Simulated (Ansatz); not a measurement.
## Te2Mo, before and after

The cell of Te2Mo is invented: random cell by space group and Wyckoff sites (P4/mmm, No. 123). Its size is a rough estimate.

POSCAR.start

```
Te Mo
1.0
     5.95317    0.00000    0.00000
     0.00000    5.95317    0.00000
     0.00000    0.00000    5.66907
Te Mo
4 2
Cartesian
  1.7969 0.0000 0.0000
  4.1563 0.0000 0.0000
  0.0000 4.1563 0.0000
  0.0000 1.7969 0.0000
  2.9766 2.9766 1.6236
  2.9766 2.9766 4.0455
```

The calculation used DFT PBE, scalar-relativistic, plane waves, PAW (Ansatz 0.2.0). Cutoff 420 eV, Gaussian smearing, Γ-centred meshes. Cell and atoms relax first on a coarse mesh and then on a finer one. In between, the cell is made exact in the group found at 0.06 Å. In metals the finer mesh still leaves noise of several meV/atom or more. The steps can't lower the symmetry of their start. No spin polarisation in the relaxation; trial moments died out in a coarse test.

POSCAR.end

```
Te Mo
1.0
     7.04201    0.00000    0.00000
     0.00000    7.04201    0.00000
     0.00000    0.00000    4.81908
Te Mo
4 2
Direct
  0.29029 0.00000 0.00000
  0.70971 0.00000 0.00000
  0.00000 0.70971 0.00000
  0.00000 0.29029 0.00000
  0.50000 0.50000 0.30186
  0.50000 0.50000 0.69814
```

The symmetry stays P4/mmm (No. 123). The volume per atom grows by 18.9 %, from 33.5 to 39.8 Å³. The shortest distance goes from 2.36 Å (Te–Te) to 1.91 Å (Mo–Mo). The ratio c/a of the conventional cell changes by a factor of 0.72. The energy falls by about 1.5 eV/atom (the start's value is from the coarse mesh).

| Item | Value |
| --- | --- |
| Volume per atom | 39.83 Å³ |
| Density | 4.88 g/cm³ |
| Energy over the elements | +1.28 eV/atom |
| Gap on the 6×6×8 mesh of the 6-atom cell | 0 eV (a metal) |

Energies over the elements count from the elements' standard structures at the same level, with no fitted energy shifts. It can't be a ground state, since the elements alone are lower.

The last run used Gaussian smearing of 0.10 eV. Spin–orbit coupling, which can matter for Te, is left out. The reference form of Te is held partly by dispersion forces, which this level lacks. A structure relaxed within its symmetry needn't be a true minimum. In all, the 3 runs took 4.9 min on 1 thread of Arm Neoverse V2 (shared host). Another cell of Te2Mo relaxed alike, in P6_3/mmc (a cell as deposited in COD), lies 1.55 eV/atom lower, so this cell isn't the stable form at this level.
